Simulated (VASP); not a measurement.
# Pd in VASP: further runs

One slab, Pd, is run at these levels: revPBE; tasks: single point.

Everything below comes from runs of VASP 6.6.1. Logs are shortened: lines on timing, memory, paths and dates and some standing lists are left out, and cuts for length are marked.

### Step 1. Starting point

The cell holds a slab with vacuum, 6 atoms: a = 2.723 Å, b = 2.754 Å, c = 28.537 Å, α = 90.00°, β = 90.00°, γ = 61.12°.

The cell was built by a generator and needn't be a form met in nature.

### Step 2. Single point, revPBE

The input, INCAR:

```
SYSTEM = Pd
PREC = Accurate
ENCUT = 520
EDIFF = 1E-6
ISMEAR = -1
SIGMA = 0.1
LREAL = .False.
LASPH = .True.
NELM = 100
ALGO = Fast
ISIF = 2
LWAVE = .False.
LCHARG = .False.
GGA = RE
ISYM = 0
NBANDS = 39
```

The input, KPOINTS:

```
Automatic mesh
0
Gamma
  6 6 1
  0 0 0
```

The input, POSCAR:

```
Pd
1.0
   -2.7231790000      0.0000000000      0.0000000000
   -1.3302050000      2.4114260000      0.0000000000
    0.0000000000      0.0000000000    -28.5371050000
Pd
6
Direct
    0.7526310047      0.9181276971      0.9657681815
    0.4185906507      0.5141634037      0.8873530444
    0.2191130403      0.0931262249      0.8170272352
    0.7078330714      0.8638494401      0.7394198886
    0.2417314939      0.4467626210      0.6568752507
    0.9351544547      0.2454095626      0.5799083684
```

Potentials or basis: VASP PAW PBE potentials, release 64 (Pd).

Started as:

```bash
cat potpaw_PBE.64/Pd/POTCAR > POTCAR
mpirun -np 1 vasp_std > vasp.out
```

OUTCAR:

```text
SYSTEM = Pd
   PREC = Accurate
   ENCUT = 520
   EDIFF = 1E-6
   ISMEAR = -1
   LREAL = .False.
   LASPH = .True.
   NELM = 100
   ISIF = 2
   GGA = RE
   ISYM = 0

 ion  position               nearest neighbor table
   1  0.753  0.918  0.966-   2 2.66   2 2.75   2 2.84
   2  0.419  0.514  0.887-   3 2.46   3 2.51   1 2.66   1 2.75   3 2.77   1 2.84
   3  0.219  0.093  0.817-   2 2.46   4 2.50   2 2.51   2 2.77   4 2.84   4 2.91
   4  0.708  0.864  0.739-   3 2.50   5 2.71   5 2.79   3 2.84   3 2.91   5 3.14
   5  0.242  0.447  0.657-   6 2.51   4 2.71   6 2.77   4 2.79   6 2.93   4 3.14
   6  0.935  0.245  0.580-   5 2.51   5 2.77   5 2.93

IMPORTANT INFORMATION: All symmetrisations will be switched off!
NOSYMM: (Re-)initialisation of all symmetry stuff for point group C_1.

----------------------------------------------------------------------------------------

                                     Primitive cell

  volume of cell :     187.3959

  direct lattice vectors                    reciprocal lattice vectors
    -2.723179000  0.000000000  0.000000000    -0.367217873 -0.202566884  0.000000000
    -1.330205000  2.411426000  0.000000000     0.000000000  0.414692385  0.000000000
     0.000000000  0.000000000-28.537105000     0.000000000  0.000000000 -0.035042097

  length of vectors
     2.723179000  2.753982697 28.537105000     0.419383248  0.414692385  0.035042097

  position of ions in fractional coordinates (direct lattice)
     0.752631005  0.918127697  0.965768182
     0.418590651  0.514163404  0.887353044
     0.219113040  0.093126225  0.817027235
     0.707833071  0.863849440  0.739419889
     0.241731494  0.446762621  0.656875251
     0.935154455  0.245409563  0.579908368

  ion indices of the primitive-cell ions
   primitive index   ion index
                 1           1
                 2           2
                 3           3
                 4           4
                 5           5
                 6           6

----------------------------------------------------------------------------------------

 KPOINTS: Automatic mesh

Automatic generation of k-mesh.
 Grid dimensions read from file:
 generate k-points for:    6    6    1

 Generating k-lattice:

  Cartesian coordinates                     Fractional coordinates (reciprocal lattice)
[... 54 lines left out ...]
   NELM   =    100;   NELMIN=  2; NELMDL= -5     # of ELM steps
   EDIFF  = 0.1E-05   stopping-criterion for ELM
   LREAL  =      F    real-space projection
   EDIFFG = 0.1E-04   stopping-criterion for IOM
   NSW    =      0    number of steps for IOM
   IBRION =     -1    ionic relax: 0-MD 1-quasi-New 2-CG
   NFREE  =      0    steps in history (QN), initial steepest desc. (CG)
   ISIF   =      2    stress and relaxation
   ISYM   =      0    0-nonsym 1-usesym 2-fastsym
   POTIM  = 0.5000    time-step for ionic-motion
   TEBEG  =    0.0;   TEEND  =   0.0 temperature during run
   PSTRESS=    0.0 pullay stress
   NELECT =      60.0000    total number of electrons
   NUPDOWN=      -1.0000    fix difference up-down
   EMIN   =  10.00;   EMAX   =-10.00  energy-range for DOS
   EFERMI =   0.00;   METHOD = LEGACY
   ISMEAR =    -1;   SIGMA  =   0.10  broadening in eV -4-tet -1-fermi 0-gaus
   EFERMI_NEDOS =   21; number of points for ismear=-14 and -15
   IALGO  =     68    algorithm
   IMIX   =      4    mixing-type and parameters
     AMIX     =   0.40;   BMIX     =  1.00
     AMIX_MAG =   1.60;   BMIX_MAG =  1.00
  volume/ion in A,a.u.               =      31.23       210.77
  Fermi-wavevector in a.u.,A,eV,Ry     =   1.119967  2.116431 17.066143  1.254326
  Thomas-Fermi vector in A             =   2.256610
   LORBIT       =      0    0 simple, 1 ext, 2 COOP (PROOUT), +10 PAW based schemes
   GGA     = RE    functional components
   LHFCALC =     F    Hartree Fock is set to
   AEXX    =    0.0000 exact exchange contribution
   IVDW    =     0    specifies the selected vdW correction
   LEPSILON=     F    determine dielectric tensor
   LRPA    =     F    only Hartree local field effects (RPA)
 non-spin polarized calculation
 RMM-DIIS sequential band-by-band and
  energy-cutoff  :      520.00
  volume of cell :      187.40
 maximum number of plane-waves:      5102
   NGX = 11   NGY = 11   NGZ =107

 number of electron      60.0000005 magnetization

 Free energy of the ion-electron system (eV)
  ---------------------------------------------------
  ext. energy  EPLUGINS =         0.00000000
  ---------------------------------------------------
  free energy    TOTEN  =       -26.86936177 eV

  energy without entropy =      -26.50288280  energy(sigma->0) =      -26.68612229

 E-fermi :   2.0541     XC(G=0):  -6.8569

 val. band max:        2.0538764924   @ k =  -0.3333   0.3333   0.0000
 cond. band min:       2.0542819138   @ k =   0.5000   0.5000   0.0000
 fundamental gap:      0.0004054213
 Fermi energy:         2.0541073021

 k-point     1 :       0.0000    0.0000    0.0000
  band No.  band energies     occupation
      1      -5.0462      2.00000
      2      -4.2317      2.00000
      3      -3.6924      2.00000
      4      -3.3157      2.00000
      5      -2.9906      2.00000
      6      -2.8853      2.00000
[... 829 lines left out ...]
     38       9.5411      0.00000
     39       9.6496      0.00000

------------------------ aborting loop because EDIFF is reached ----------------------------------------

  FORCE on cell =-STRESS in cart. coord.  units (eV):
  Direction    XX          YY          ZZ          XY          YZ          ZX
  --------------------------------------------------------------------------------------
  -------------------------------------------------------------------------------------
  Total        6.3191967      5.0732452     12.0454729     -0.7483732     -0.4464001     -0.0633155
  in kB       54.0271940     43.3746912    102.9850999     -6.3983612     -3.8165839     -0.5413278
  external PRESSURE =      66.7956617 kB  Pullay stress =       0.0000000 kB

 VOLUME and BASIS-vectors are now :
 -----------------------------------------------------------------------------
  energy-cutoff  :      520.00
  volume of cell :      187.40
      direct lattice vectors                 reciprocal lattice vectors
    -2.723179000  0.000000000  0.000000000    -0.367217873 -0.202566884  0.000000000
    -1.330205000  2.411426000  0.000000000     0.000000000  0.414692385  0.000000000
     0.000000000  0.000000000-28.537105000     0.000000000  0.000000000 -0.035042097

 POSITION                                       TOTAL-FORCE (eV/Angst)
 -----------------------------------------------------------------------------------
     -3.27085      2.21400    -27.56023         0.105605     -0.085384     -0.524920
     -1.82384      1.23987    -25.32249        -0.408226     -0.211346     -2.113575
     -0.72056      0.22457    -23.31559         0.793877      0.619253      1.427225
     -3.07665      2.08311    -21.10090        -0.377973     -0.332297      1.136168
     -1.25256      1.07734    -18.74532        -0.530411      0.258583     -1.157236
     -2.87304      0.59179    -16.54891         0.417129     -0.248810      1.232338
 -----------------------------------------------------------------------------------
    total drift:                                0.000071     -0.000118     -0.000596

  FREE ENERGIE OF THE ION-ELECTRON SYSTEM (eV)
  ---------------------------------------------------
  free  energy   TOTEN  =       -26.8693617737 eV

  energy  without entropy=      -26.5028827995  energy(sigma->0) =      -26.68612229
```

OSZICAR:

```text
N       E                     dE             d eps       ncg     rms          rms(c)
DAV:   1     0.395975787827E+03    0.39598E+03   -0.28860E+04  1560   0.137E+03
[... 21 lines left out ...]
RMM:  23    -0.268697183541E+02    0.14250E-02   -0.18377E-03  2164   0.184E-01    0.189E-01
RMM:  24    -0.268694555205E+02    0.26283E-03   -0.47794E-04  1828   0.987E-02    0.125E-01
RMM:  25    -0.268693599347E+02    0.95586E-04   -0.46841E-04  1816   0.901E-02    0.109E-01
RMM:  26    -0.268693739376E+02   -0.14003E-04   -0.26136E-04  1734   0.844E-02    0.313E-02
RMM:  27    -0.268693877133E+02   -0.13776E-04   -0.31310E-05  1703   0.262E-02    0.568E-02
RMM:  28    -0.268693610454E+02    0.26668E-04   -0.84322E-06  1570   0.121E-02    0.369E-02
RMM:  29    -0.268693617737E+02   -0.72829E-06   -0.42072E-06  1305   0.778E-03
   1 F= -.26869362E+02 E0= -.26686122E+02  d E =-.366479E+00
```

It took 5.3 min on 1 thread of Intel Xeon Platinum 8488C (Sapphire Rapids), shared host; peak memory 0.32 GiB.

What came out:

- Free energy: -26.8694 eV
- Largest force: 2.163 eV/Å
- Band gap on the k mesh: none (metal or under the smearing width)

Forces on the atoms (eV/Å):
```
Pd   0.106 -0.085 -0.525
Pd  -0.408 -0.211 -2.114
Pd   0.794  0.619  1.427
Pd  -0.378 -0.332  1.136
Pd  -0.530  0.259 -1.157
Pd   0.417 -0.249  1.232
```

Levels at points of the mesh, in eV from the Fermi level:
```
           k point  band 28  band 29  band 30  band 31  band 32  band 33
(0.00, 0.00, 0.00)    -0.73    -0.69    -0.64    -0.53    -0.37    -0.22
(0.50, 0.00, 0.00)     0.17     0.32     0.36     1.72     2.42     2.94
(0.00, 0.50, 0.00)     0.20     0.29     0.32     1.51     2.33     2.98
(0.50, 0.50, 0.00)     0.19     0.38     0.39     1.64     2.78     3.24
```

Caveat: the k mesh is coarse (spacing up to 0.44 Å⁻¹), so the values aren't converged; the PAW data sets were made with another functional, which shifts forces and pressure a little.

[end of part 1 of 2]
